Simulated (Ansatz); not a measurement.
# C: random displacements

The task, for C: see what random moves of the atoms cost.

A COD entry behind a cell of this session may itself be a prediction, so a difference from it is no test against experiment.

Computed with Ansatz 0.2.0 (DFT r2SCAN, scalar-relativistic, plane waves, PAW, unless a step's input says otherwise).

1 further run of the same task is left out (set aside as unsound or not needed). Runs told in other sessions of the task aren't counted.

### Step 1. The system as given

The structure is trigonal, space group R-3m (No. 166). Conventional cell: a = 2.511 Å, b = 2.511 Å, c = 31.008 Å, α = 90.00°, β = 90.00°, γ = 120.00°. C (site symmetry 3m) has 4 C at 1.54 Å in its first shell of neighbours. Around C (site symmetry 3m) lie 4 C at 1.54 to 1.57 Å.

Coordinates:

```xyz
10
Lattice="1.2557 0.7250 10.3360 -1.2557 0.7250 10.3360 0.0000 -1.4499 10.3360" Properties=species:S:1:pos:R:3 pbc="T T T"
C     0.0000    0.0000    0.7696
C     0.0000    0.0000   30.2384
C     0.0000    0.0000    3.3704
C     0.0000    0.0000   27.6376
C     0.0000    0.0000    4.9107
C     0.0000    0.0000   26.0973
C     0.0000    0.0000   11.6234
C     0.0000    0.0000   19.3845
C     0.0000    0.0000   13.1887
C     0.0000    0.0000   17.8193
```

This cell was relaxed beforehand with the same method: volume 5.65 Å³/atom, gap on the mesh 4.74 eV.

### Step 2. The reference cell

The reference gives a free energy of -2515.4747 eV, pressure 0.00 GPa, largest force 0.000 eV/Å and gap on the mesh 4.74 eV. It was computed beforehand with the settings of the runs below.

### Step 3. Setting up random displacements

All atoms are moved at random with no net shift, in some cells together with a random strain.

### Step 4. rms move = 0.497 Å

input.yaml reads:

```yaml
crystal:
  lattice:
    - [2.0692671868, 1.3320933999, 10.3564419545]
    - [-0.4638286854, 1.358260969, 10.1595697472]
    - [0.8253810302, -1.0291998873, 10.1414933974]
  atoms:
    - { symbol: C, position: [0.0894475648, 0.0471685199, -0.0582782354] }
    - { symbol: C, position: [0.8371961243, 0.8962728287, 1.196685039] }
    - { symbol: C, position: [-0.027997932, 0.400907864, -0.0490959941] }
    - { symbol: C, position: [0.7711073413, 0.9082765476, 0.9922133295] }
    - { symbol: C, position: [0.3799769861, 0.1585263741, 0.0153276636] }
    - { symbol: C, position: [0.9372524566, 0.7534859283, 0.7792167236] }
    - { symbol: C, position: [0.4669100941, 0.3853691024, 0.2586770001] }
    - { symbol: C, position: [0.4787413277, 0.5538516675, 0.8256053005] }
    - { symbol: C, position: [0.4262008646, 0.42861428, 0.4071165551] }
    - { symbol: C, position: [0.6411651725, 0.4675268874, 0.6325326181] }
basis:
  ecutwfc: 500
kpoints:
  mp_grid: { grid: [12, 12, 12] }
hamiltonian:
  xc: r2scan
scf:
  occupations: { method: gaussian, width: 0.05 }
output:
  forces: true
  stress: true
  eigenvalues: true
```

Launch:

```bash
> ansatz run input.yaml --threads 2 --pin off --max-ram 5120MiB --backend cpu --events-out ev --progress --plain --runs-dir out
```

### Step 5. At rms move = 0.073 Å

input.yaml reads:

```yaml
crystal:
  lattice:
    - [1.989454894, 1.1492921097, 10.6354537587]
    - [-0.5038783561, 1.1579030028, 10.4543744074]
    - [0.7502455211, -0.9534868442, 10.4499657364]
  atoms:
    - { symbol: C, position: [0.0284447804, 0.0292413972, 0.0136574587] }
    - { symbol: C, position: [0.9891589293, 0.9665079871, 0.9627731867] }
    - { symbol: C, position: [0.0977419701, 0.0988616193, 0.1280168942] }
    - { symbol: C, position: [0.9034030892, 0.8898428285, 0.8817981648] }
    - { symbol: C, position: [0.1742741333, 0.158882546, 0.1363203941] }
    - { symbol: C, position: [0.8510463425, 0.8770287634, 0.7964819994] }
    - { symbol: C, position: [0.3638314042, 0.3763624323, 0.3880313113] }
    - { symbol: C, position: [0.6402709768, 0.6040233879, 0.6352310762] }
    - { symbol: C, position: [0.4195327044, 0.4061840198, 0.4576567096] }
    - { symbol: C, position: [0.5322956699, 0.5930650186, 0.600032805] }
basis:
  ecutwfc: 500
kpoints:
  mp_grid: { grid: [12, 12, 12] }
hamiltonian:
  xc: r2scan
scf:
  occupations: { method: gaussian, width: 0.05 }
output:
  forces: true
  stress: true
  eigenvalues: true
```

### Step 6. rms move = 0.186 Å

input.yaml reads:

```yaml
crystal:
  lattice:
    - [1.0762631982, 0.667417131, 10.1362578131]
    - [-1.3870049154, 0.6306998636, 10.176583625]
    - [-0.1871689449, -1.4734887167, 10.1687211943]
  atoms:
    - { symbol: C, position: [0.0382862324, -0.0307087136, 0.0581182596] }
    - { symbol: C, position: [0.9367977243, 0.9468661314, 1.0403801371] }
    - { symbol: C, position: [0.0921532811, 0.1025069802, 0.1169684979] }
    - { symbol: C, position: [0.9428946894, 0.875774288, 0.872108071] }
    - { symbol: C, position: [0.1045468398, 0.1581982753, 0.222694877] }
    - { symbol: C, position: [0.9348260051, 0.77802197, 0.8097670356] }
    - { symbol: C, position: [0.397079628, 0.4166900288, 0.316313046] }
    - { symbol: C, position: [0.5399843634, 0.7762563692, 0.563727976] }
    - { symbol: C, position: [0.4415091943, 0.3878933872, 0.4316441529] }
    - { symbol: C, position: [0.5719220423, 0.5885012837, 0.5682779467] }
basis:
  ecutwfc: 500
kpoints:
  mp_grid: { grid: [12, 12, 12] }
hamiltonian:
  xc: r2scan
scf:
  occupations: { method: gaussian, width: 0.05 }
output:
  forces: true
  stress: true
  eigenvalues: true
```

### Step 7. At rms move = 0.309 Å

input.yaml reads:

```yaml
crystal:
  lattice:
    - [1.1694225762, 0.7828312655, 10.1463661248]
    - [-1.2960956242, 0.7739527021, 10.162377748]
    - [-0.0710255854, -1.3973383159, 10.1431885068]
  atoms:
    - { symbol: C, position: [0.1405806228, -0.023821349, -0.044997768] }
    - { symbol: C, position: [0.8968914647, 1.1063944347, 0.9163629012] }
    - { symbol: C, position: [0.2461270246, 0.0452885751, 0.0437803782] }
    - { symbol: C, position: [0.8405931701, 0.9106791243, 0.9338568626] }
    - { symbol: C, position: [0.1035318422, 0.1751920813, 0.2132387911] }
    - { symbol: C, position: [0.7992637239, 0.8311586328, 0.8727450419] }
    - { symbol: C, position: [0.4022251587, 0.3747061329, 0.3516897559] }
    - { symbol: C, position: [0.6273251569, 0.455116422, 0.789360641] }
    - { symbol: C, position: [0.5192989807, 0.3026937325, 0.4551577863] }
    - { symbol: C, position: [0.4241628553, 0.8225922134, 0.4688056097] }
basis:
  ecutwfc: 500
kpoints:
  mp_grid: { grid: [12, 12, 12] }
hamiltonian:
  xc: r2scan
scf:
  occupations: { method: gaussian, width: 0.05 }
output:
  forces: true
  stress: true
  eigenvalues: true
```

(Steps that only read results are left out.)

Before running it: what results should come out?

**Answer**, as computed:

| quantity | value |
| --- | --- |
| costliest cell | 2352.0 meV/atom at an rms move of 0.309 Å |

In words: The cost runs from 389.4 to 2352.0 meV/atom. Energy over the square of the rms move lies between 7.8 and 72.9 eV/Å² per atom; a harmonic solid under isotropic random moves would keep it roughly constant, while strain and close contacts change it. The gap on the mesh, 4.74 eV at the start, reads zero at rms move = 0.186. Where forces pass 15 eV/Å atoms stand far too close, the PAW spheres overlap strongly and those numbers are rough.
